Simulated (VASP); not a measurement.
# ZnSe (Stilleite) (F-43m) in VASP: further runs, part 3 of 3

VASP 6.6.1. The steps go on from the part before.

## (5) Phonons, LDA, target pressure 1.5 GPa, at which the enthalpy is minimised

POSCAR reads:

```
ZnSe
1.0
    0.0000000000      2.7882745086      2.7882745086
    2.7882745086      0.0000000000      2.7882745086
    2.7882745086      2.7882745086      0.0000000000
  Zn              Se
     1     1
Direct
     0.0000000000000000    0.0000000000000000    0.0000000000000000
     0.2500000000000000    0.2500000000000000    0.2500000000000000
```

INCAR.step1 reads:

```
SYSTEM = ZnSe
PREC     = Accurate       ! precision mode
ENCUT    = 600            ! plane-wave cutoff, eV
EDIFF    = 1E-8           ! SCF threshold, eV
ISMEAR   = 0              ! smearing method
SIGMA    = 0.03           ! smearing width, eV
LREAL    = .FALSE.        ! projectors in reciprocal space
LASPH    = .TRUE.         ! aspherical terms in the spheres
NELM     = 80             ! most SCF steps
ALGO     = Fast           ! electronic algorithm
ISIF     = 3              ! what is computed and relaxed
LWAVE    = .FALSE.        ! write WAVECAR
LCHARG   = .FALSE.        ! write CHGCAR
PSTRESS  = 15.0         
IBRION   = 2              ! ionic algorithm
NSW      = 40             ! ionic steps
EDIFFG   = -0.002         ! ionic threshold
```

INCAR.step2 reads:

```
SYSTEM = ZnSe
PREC     = Accurate       ! precision mode
ENCUT    = 600            ! plane-wave cutoff, eV
EDIFF    = 1E-8           ! SCF threshold, eV
ISMEAR   = 0              ! smearing method
SIGMA    = 0.03           ! smearing width, eV
LREAL    = .FALSE.        ! projectors in reciprocal space
LASPH    = .TRUE.         ! aspherical terms in the spheres
NELM     = 80             ! most SCF steps
ALGO     = Fast           ! electronic algorithm
ISIF     = 2              ! what is computed and relaxed
LWAVE    = .FALSE.        ! write WAVECAR
LCHARG   = .FALSE.        ! write CHGCAR
PSTRESS  = 15.0         
IBRION   = 6              ! ionic algorithm
NFREE    = 2            
POTIM    = 0.015          ! step
NSW      = 1              ! ionic steps
```

KPOINTS reads:

```
Automatic mesh
0
G
  8 8 8
  0 0 0
```

Potentials or basis: VASP PAW LDA potentials, release 64 (Zn, Se).

On the command line:

```
$ cat potpaw_LDA.64/Zn/POTCAR potpaw_LDA.64/Se/POTCAR > POTCAR
$ cp INCAR.step1 INCAR
$ mpirun -np 1 vasp_std > vasp.out
$ cp CONTCAR POSCAR
$ cp INCAR.step2 INCAR
$ mpirun -np 1 vasp_std > vasp.out
```

OUTCAR:

```text
SYSTEM = ZnSe
   PREC = Accurate
   ENCUT = 600
   EDIFF = 1E-8
   ISMEAR = 0
   LREAL = .FALSE.
   LASPH = .TRUE.
   NELM = 80
   ISIF = 2
   PSTRESS = 15.0
   IBRION = 6
   NFREE = 2
   POTIM = 0.015
   NSW = 1

 ion  position               nearest neighbor table
[... 783 lines left out ...]
          X           Y           Z          XY          YZ          ZX
  --------------------------------------------------------------------------------
  x     0.00000     0.00000     0.00000     0.00000     7.11628     0.00000
  y     0.00000     0.00000     0.00000     0.00000     0.00000     7.11628
  z     0.00000     0.00000     0.00000     7.11628     0.00000     0.00000

 INTERNAL STRAIN TENSOR FOR ION    2 for displacements in x,y,z  (eV/Angst):
          X           Y           Z          XY          YZ          ZX
  --------------------------------------------------------------------------------
  x     0.00000     0.00000     0.00000     0.00000    -7.11559     0.00000
  y     0.00000     0.00000     0.00000     0.00000     0.00000    -7.11559
  z     0.00000     0.00000     0.00000    -7.11559     0.00000     0.00000

 Eigenvectors and eigenvalues of the dynamical matrix
 ----------------------------------------------------

   1 f  =    6.771718 THz    42.547956 2PiTHz  225.880185 cm-1    28.005561 meV
             X         Y         Z           dx          dy          dz
      0.000000  0.000000  0.000000     0.000000    0.739948    0.000000
      1.384799  1.384799  1.384799     0.000000   -0.672665    0.000000
[... 21 lines left out ...]
   6 f/i=    0.003528 THz     0.022165 2PiTHz    0.117672 cm-1     0.014589 meV
             X         Y         Z           dx          dy          dz
      0.000000  0.000000  0.000000     0.000000    0.000000   -0.672665
      1.384799  1.384799  1.384799     0.000000    0.000000   -0.739948

 ELASTIC MODULI CONTR FROM IONIC RELAXATION (kBar)
 Direction    XX          YY          ZZ          XY          YZ          ZX
 --------------------------------------------------------------------------------
 XX          -0.0000      0.0000      0.0000      0.0000     -0.0000      0.0000
 YY           0.0000     -0.0000      0.0000      0.0000      0.0000     -0.0000
 ZZ           0.0000      0.0000     -0.0000     -0.0000      0.0000      0.0000
 XY           0.0000      0.0000     -0.0000   -284.5374      0.0000      0.0000
 YZ          -0.0000      0.0000      0.0000      0.0000   -284.5374      0.0000
 ZX           0.0000     -0.0000      0.0000      0.0000      0.0000   -284.5374
 --------------------------------------------------------------------------------
```

OSZICAR.step1:

```text
N       E                     dE             d eps       ncg     rms          rms(c)
DAV:   1     0.939908262318E+02    0.93991E+02   -0.98588E+03   754   0.177E+03
DAV:   2    -0.112882178228E+01   -0.95120E+02   -0.91347E+02   804   0.306E+02
DAV:   3    -0.761076701343E+01   -0.64819E+01   -0.64377E+01   924   0.770E+01
[... 35 lines left out ...]
RMM:   7    -0.736797055608E+01   -0.68338E-06   -0.63798E-06   754   0.291E-02    0.574E-03
RMM:   8    -0.736797076787E+01   -0.21179E-06   -0.36007E-06   754   0.231E-02    0.351E-03
RMM:   9    -0.736797060325E+01    0.16461E-06   -0.11343E-06   754   0.154E-02    0.214E-04
RMM:  10    -0.736797061156E+01   -0.83110E-08   -0.10141E-07   713   0.297E-03    0.411E-04
RMM:  11    -0.736797061215E+01   -0.58412E-09   -0.13823E-08   498   0.141E-03
   3 F= -.69701741E+01 E0= -.69701741E+01  d E =-.416092E-02
```

It took 71 s on 1 thread of Intel Xeon 6975P-C (Granite Rapids), shared host; peak memory 0.25 GiB.

Results:

```yaml
Relaxed_volume: 21.24 Å³/atom
Relaxed_cell: a = 3.917 Å, b = 3.917 Å, c = 3.917 Å, α = 60.00°, β = 60.00°, γ = 60.00°
Space_group_after_relaxing_to_0.05_Å: F-43m (No. 216)
Highest_phonon_frequency_at_Γ_LO-TO_splitting_left_out: 226 cm⁻¹
```

The path:
| step | energy change (eV) | largest force (eV/Å) | pressure (GPa) | volume (Å³) |
| --- | --- | --- | --- | --- |
| 1 | 0.0000 | 0.0000 | -0.02 | 43.35 |
| 2 | 0.0087 | 0.0000 | 2.27 | 42.08 |
| 3 | 0.0039 | 0.0000 | 1.50 | 42.49 |

Final structure:
```
Zn Se
1.0
     0.00000    2.76960    2.76960
     2.76960    0.00000    2.76960
     2.76960    2.76960    0.00000
Zn Se
1 1
Direct
  0.00000 0.00000 0.00000
  0.25000 0.25000 0.25000
```

Phonon frequencies in cm⁻¹ (negative: imaginary):
```csv
q point,frequencies
"(0.000, 0.000, 0.000)",0 0 0 226 226 226
```

## (6) How close it comes

Step 2. Measured high-frequency dielectric constant of ZnSe: 5.9 (a printed reference work, textbook). This calculation gives 7.43 (+26.0 %).

Step 4. Against the measured high-frequency dielectric constant of ZnSe, 5.9 (a printed reference work, textbook), the calculated 7.50 is off by +27.1 %.
